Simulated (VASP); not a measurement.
# Ce (Fm-3m) in VASP: further runs

One crystal, Ce, is run at these levels: r2SCAN; tasks: single point.

All numbers are computed with VASP 6.6.1; they aren't measurements. Logs are shortened: lines on timing, memory, paths and dates and some standing lists are left out, and cuts for length are marked.

## Step 1: The structure

It takes space group Fm-3m (No. 225, cubic). Conventional cell: a = 5.161 Å, b = 5.161 Å, c = 5.161 Å, α = 90.00°, β = 90.00°, γ = 90.00°. Ce (site symmetry m-3m) has 12 Ce at 3.65 Å as nearest neighbours.

## Step 2: Single point, r2SCAN, collinear spin, ferromagnetic start

The input, INCAR:

```
  PREC = Accurate
  ENCUT = 700
  EDIFF = 1E-6
  ISMEAR = 1
  SIGMA = 0.15
  LREAL = False
  LASPH = True
  NELM = 100
  ALGO = Normal
  ISIF = 2
  LWAVE = False
  LCHARG = False
  ISPIN = 2
  MAGMOM = 1
  LORBIT = 11
  LMAXMIX = 6
  METAGGA = R2SCAN
  LMIXTAU = True
  NBANDS = 16
  ADDGRID = False
```

The input, KPOINTS:

```
Automatic mesh
0
Gamma
  3 3 3
```

The input, POSCAR:

```
Ce
1.0
   -0.0014590000      2.6450560000      2.5959010000
    2.4929090000     -0.0085020000      2.6029440000
    2.4890890000      2.6482780000     -0.0046820000
Ce
1
Direct
    0.0101940000     -0.0185160000      0.0163130000
```

Potentials or basis: VASP PAW PBE potentials, release 64 (Ce).

Launch:

```bash
$ cat potpaw_PBE.64/Ce/POTCAR > POTCAR
$ mpirun -np 1 vasp_std > vasp.out
```

OUTCAR:

```text
PREC = Accurate
   ENCUT = 700
   EDIFF = 1E-6
   ISMEAR = 1
   LREAL = False
   LASPH = True
   NELM = 100
   ISIF = 2
   ISPIN = 2
   LORBIT = 11
   METAGGA = R2SCAN

 Found     14 irreducible k-points:

 Following reciprocal coordinates:
            Coordinates               Weight
  0.000000  0.000000  0.000000      1.000000
  0.333333  0.000000  0.000000      2.000000
  0.000000  0.333333 -0.000000      2.000000
  0.333333  0.333333 -0.000000      2.000000
 -0.333333  0.333333 -0.000000      2.000000
 -0.000000 -0.000000  0.333333      2.000000
   k-points           NKPTS =     14   k-points in BZ     NKDIM =     14   number of bands    NBANDS=     16
   number of dos      NEDOS =    301   number of ions     NIONS =      1
   total plane-waves  NPLWV =  32768
   dimension x,y,z NGX =    32 NGY =   32 NGZ =   32
   dimension x,y,z NGXF=    64 NGYF=   64 NGZF=   64
   ions per type =               1
   NGX,Y,Z   is equivalent  to a cutoff of  14.35, 14.76, 14.64 a.u.
   NGXF,Y,Z  is equivalent  to a cutoff of  28.71, 29.52, 29.27 a.u.
 SYSTEM =  unknown system
   PREC   = accura    normal or accurate (medium, high low for compatibility)
   ISTART =      0    job   : 0-new  1-cont  2-samecut
   ICHARG =      2    charge: 1-file 2-atom 10-const
   ISPIN  =      2    spin polarized calculation?
   LNONCOLLINEAR =      F non collinear calculations
   LSORBIT =      F    spin-orbit coupling
   LASPH  =      T    aspherical Exc in radial PAW
   ENCUT  =  700.0 eV  51.45 Ry    7.17 a.u.   8.00  7.78  7.84*2*pi/ulx,y,z
   NELM   =    100;   NELMIN=  2; NELMDL= -5     # of ELM steps
   EDIFF  = 0.1E-05   stopping-criterion for ELM
   LREAL  =      F    real-space projection
   EDIFFG = 0.1E-04   stopping-criterion for IOM
   NSW    =      0    number of steps for IOM
   IBRION =     -1    ionic relax: 0-MD 1-quasi-New 2-CG
   NFREE  =      0    steps in history (QN), initial steepest desc. (CG)
   ISIF   =      2    stress and relaxation
   ISYM   =      2    0-nonsym 1-usesym 2-fastsym
   POTIM  = 0.5000    time-step for ionic-motion
   TEBEG  =    0.0;   TEEND  =   0.0 temperature during run
   PSTRESS=    0.0 pullay stress
   NELECT =      12.0000    total number of electrons
   NUPDOWN=      -1.0000    fix difference up-down
   EMIN   =  10.00;   EMAX   =-10.00  energy-range for DOS
   EFERMI =   0.00;   METHOD = LEGACY
   ISMEAR =     1;   SIGMA  =   0.15  broadening in eV -4-tet -1-fermi 0-gaus
   EFERMI_NEDOS =   21; number of points for ismear=-14 and -15
   IALGO  =     38    algorithm
   IMIX   =      4    mixing-type and parameters
     AMIX     =   0.40;   BMIX     =  1.00
     AMIX_MAG =   1.60;   BMIX_MAG =  1.00
  volume/ion in A,a.u.               =      34.37       231.95
  Fermi-wavevector in a.u.,A,eV,Ry     =   1.152757  2.178395 18.080093  1.328849
  Thomas-Fermi vector in A             =   2.289406
   LORBIT       =     11    0 simple, 1 ext, 2 COOP (PROOUT), +10 PAW based schemes
   METAGGA = R2SCAN    functional components
   LHFCALC =     F    Hartree Fock is set to
   AEXX    =    0.0000 exact exchange contribution
   IVDW    =     0    specifies the selected vdW correction
   LEPSILON=     F    determine dielectric tensor
   LRPA    =     F    only Hartree local field effects (RPA)
 spin polarized calculation
 Methfessel and Paxton  Order N= 1 SIGMA  =   0.15
  energy-cutoff  :      700.00
  volume of cell :       34.37
 maximum number of plane-waves:      1459
   NGX = 15   NGY = 15   NGZ = 15

 number of electron      12.0000000 magnetization       1.5608846

 Free energy of the ion-electron system (eV)
  ---------------------------------------------------
  ext. energy  EPLUGINS =         0.00000000
  ---------------------------------------------------
  free energy    TOTEN  =       -30.90829311 eV

  energy without entropy =      -30.90603150  energy(sigma->0) =      -30.90753924

 E-fermi :   7.3670     XC(G=0): -10.6948

 val. band max:        7.2581699322   @ k =   0.0000   0.3333   0.3333
 cond. band min:       7.3835158874   @ k =   0.0000   0.3333  -0.0000
 fundamental gap:      0.1253459552
 Fermi energy:         7.3670020589

 spin component 1

 k-point     1 :       0.0000    0.0000    0.0000
  band No.  band energies     occupation
      1     -28.8498      1.00000
      2     -10.4385      1.00000
      3     -10.4208      1.00000
      4     -10.4030      1.00000
      5       3.1634      1.00000
      6       6.3569      1.00000
[... 8 lines left out ...]
     15       9.0487     -0.00000
     16      11.0216      0.00000

 k-point     2 :       0.3333    0.0000    0.0000
  band No.  band energies     occupation
      1     -28.6799      1.00000
      2     -11.6184      1.00000
      3     -10.6158      1.00000
      4     -10.5160      1.00000
      5       4.8773      1.00000
      6       6.6646      1.00000
[... 8 lines left out ...]
     15       9.2659     -0.00000
     16      12.1630      0.00000

 k-point     3 :       0.0000    0.3333   -0.0000
  band No.  band energies     occupation
      1     -28.6828      1.00000
      2     -11.6152      1.00000
      3     -10.6073      1.00000
      4     -10.5099      1.00000
      5       4.8805      1.00000
      6       6.6574      1.00000
[... 8 lines left out ...]
     15       9.2435     -0.00000
     16      12.1482      0.00000

 k-point     4 :       0.3333    0.3333   -0.0000
  band No.  band energies     occupation
      1     -28.6289      1.00000
      2     -11.5558      1.00000
      3     -10.8568      1.00000
      4     -10.7637      1.00000
      5       5.1284      1.00000
      6       5.5952      1.00000
[... 8 lines left out ...]
     15      11.6949      0.00000
     16      11.9935      0.00000

 k-point     5 :      -0.3333    0.3333   -0.0000
  band No.  band energies     occupation
      1     -28.5687      1.00000
      2     -11.4773      1.00000
      3     -11.4669      1.00000
      4     -10.7469      1.00000
      5       5.7625      1.00000
      6       6.8859      1.00003
[... 8 lines left out ...]
     15      10.8991      0.00000
     16      12.4020      0.00000

 k-point     6 :      -0.0000   -0.0000    0.3333
  band No.  band energies     occupation
      1     -28.6809      1.00000
      2     -11.6170      1.00000
      3     -10.6115      1.00000
      4     -10.5151      1.00000
      5       4.8791      1.00000
      6       6.6607      1.00000
[... 8 lines left out ...]
     15       9.2328     -0.00000
     16      12.1339      0.00000

 [... further k-points ...]

 spin component 2

 k-point     1 :       0.0000    0.0000    0.0000
  band No.  band energies     occupation
      1     -28.2085      1.00000
      2      -9.9371      1.00000
      3      -9.9169      1.00000
      4      -9.8940      1.00000
      5       4.1141      1.00000
      6       8.6735     -0.00000
[... 8 lines left out ...]
     15       9.4464     -0.00000
     16      10.9907      0.00000

 k-point     2 :       0.3333    0.0000    0.0000
  band No.  band energies     occupation
      1     -28.0366      1.00000
      2     -11.1059      1.00000
      3     -10.1198      1.00000
      4     -10.0085      1.00000
      5       5.7531      1.00000
      6       8.4069     -0.00000
[... 8 lines left out ...]
     15      10.2193     -0.00000
     16      12.5017      0.00000

 k-point     3 :       0.0000    0.3333   -0.0000
  band No.  band energies     occupation
      1     -28.0397      1.00000
      2     -11.1035      1.00000
      3     -10.1082      1.00000
      4     -10.0029      1.00000
      5       5.7487      1.00000
      6       8.4061     -0.00000
[... 8 lines left out ...]
     15      10.2031     -0.00000
     16      12.4848      0.00000

 k-point     4 :       0.3333    0.3333   -0.0000
  band No.  band energies     occupation
      1     -27.9851      1.00000
      2     -11.0337      1.00000
      3     -10.3600      1.00000
      4     -10.2676      1.00000
      5       5.6853      1.00000
      6       6.5002      1.00000
[... 8 lines left out ...]
     15      12.2638      0.00000
     16      12.5279      0.00000

 k-point     5 :      -0.3333    0.3333   -0.0000
  band No.  band energies     occupation
      1     -27.9241      1.00000
      2     -10.9720      1.00000
      3     -10.9561      1.00000
      4     -10.2474      1.00000
      5       6.3215      1.00000
      6       7.6663     -0.00812
[... 8 lines left out ...]
     15      11.0472      0.00000
     16      12.9711      0.00000

 k-point     6 :      -0.0000   -0.0000    0.3333
  band No.  band energies     occupation
      1     -28.0376      1.00000
      2     -11.1054      1.00000
      3     -10.1128      1.00000
      4     -10.0087      1.00000
      5       5.7511      1.00000
      6       8.4073     -0.00000
[... 8 lines left out ...]
     15      10.2133     -0.00000
     16      12.4719      0.00000

 [... further k-points ...]
[... 5 lines left out ...]
  --------------------------------------------------------------------------------------
  -------------------------------------------------------------------------------------
  Total       -0.6445816     -1.2785817     -1.0719343      0.0119076     -0.0032068     -0.0069592
  in kB      -30.0466720    -59.6000938    -49.9673873      0.5550638     -0.1494846     -0.3243992
  external PRESSURE =     -46.5380510 kB  Pullay stress =       0.0000000 kB

 VOLUME and BASIS-vectors are now :
 -----------------------------------------------------------------------------
  energy-cutoff  :      700.00
  volume of cell :       34.37
      direct lattice vectors                 reciprocal lattice vectors
    -0.001459000  2.645056000  2.595901000    -0.200555131  0.188840357  0.192693816
     2.492909000 -0.008502000  2.602944000     0.200373936 -0.187990534  0.191662869
     2.489089000  2.648278000 -0.004682000     0.200954406  0.188389733 -0.191844065

 POSITION                                       TOTAL-FORCE (eV/Angst)
 -----------------------------------------------------------------------------------
      2.48734      0.06182      2.58113         0.000000      0.000000     -0.000000
 -----------------------------------------------------------------------------------
    total drift:                               -0.000002      0.000005     -0.000015

  FREE ENERGIE OF THE ION-ELECTRON SYSTEM (eV)
  ---------------------------------------------------
  free  energy   TOTEN  =       -30.9082931106 eV

  energy  without entropy=      -30.9060315044  energy(sigma->0) =      -30.90753924

 total charge

# of ion       s       p       d       f       tot
--------------------------------------------------
    1        2.143   5.605   0.967   1.072   9.788

 magnetization (x)

# of ion       s       p       d       f       tot
--------------------------------------------------
    1        0.009   0.038   0.137   0.997   1.181
```

Run time: 73 s. Hardware: 1 thread of AMD EPYC 9R45 (Zen 5), shared host; peak memory 0.21 GiB.

These settings aren't checked as converged: the numbers below hold their error.

What came out:

- Free energy: -30.9083 eV
- Pressure: -4.7 GPa
- Band gap on the k mesh: none (metal or under the smearing width)
- Net moment: 1.56 μB per cell
- Site moments: Ce +1.18 μB
- Valence electrons inside the program's atomic spheres: Ce 9.79

Caveat: the k mesh is coarse (spacing up to 0.70 Å⁻¹), so the values aren't converged; the magnetic or orbital state may not be the lowest; the PAW data sets were made with another functional, which shifts forces and pressure a little; spin-orbit coupling is left out, which moves the levels of the heavy elements.

## Step 3: Single point, r2SCAN, collinear spin, ferromagnetic start

INCAR, as its differences from that of step 2:

```diff
@@ -1,3 +1,3 @@
   PREC = Accurate
-  ENCUT = 700
+  ENCUT = 450
   EDIFF = 1E-6
```

The input, KPOINTS:

```
Automatic mesh
0
Gamma
  4 4 4
```

The input, POSCAR:

```
Ce
1.0
    0.0000000000      2.5806000000      2.5806000000
    2.5806000000      0.0000000000      2.5806000000
    2.5806000000      2.5806000000      0.0000000000
Ce
1
Direct
    0.0000000000      0.0000000000      0.0000000000
```

Potentials or basis: VASP PAW PBE potentials, release 64 (Ce).

Launch:

```bash
$ cat potpaw_PBE.64/Ce/POTCAR > POTCAR
$ mpirun -np 1 vasp_std > vasp.out
```

Wall time 2.2 min (1 thread of AMD EPYC 9R45 (Zen 5), shared host); peak memory 0.17 GiB.

The run converged, but some of its settings lie outside the range that counts as converged, so its numbers aren't taken as properties of the crystal.

Results:

| Item | Value |
| --- | --- |
| Free energy | -30.5969 eV |
| Pressure | -2.2 GPa |
| Band gap on the k mesh | none (metal or under the smearing width) |
| Net moment | 1.82 μB per cell |
| Site moments | Ce +1.26 μB |
| Valence electrons inside the program's atomic spheres | Ce 9.75 |

Caveat: the k mesh is coarse (spacing up to 0.53 Å⁻¹), so the values aren't converged; the magnetic or orbital state may not be the lowest; the PAW data sets were made with another functional, which shifts forces and pressure a little; spin-orbit coupling is left out, which moves the levels of the heavy elements.

## Step 4: The reference run

An earlier run on the cell as given: functional PBE; potentials or basis VASP PAW PBE potentials, release 64 (Ce); cutoff 520 eV; k mesh 9 × 9 × 9; occupations fermi-dirac, width 0.05 eV; collinear spin, ferromagnetic start; starting moments [1.0] μB.

- Pressure: -5.1 GPa
- Band gap on the k mesh: none (metal or under the smearing width)
- Net moment: 0.82 μB per cell
- Site moments: Ce +0.68 μB
- Valence electrons inside the program's atomic spheres: Ce 9.66
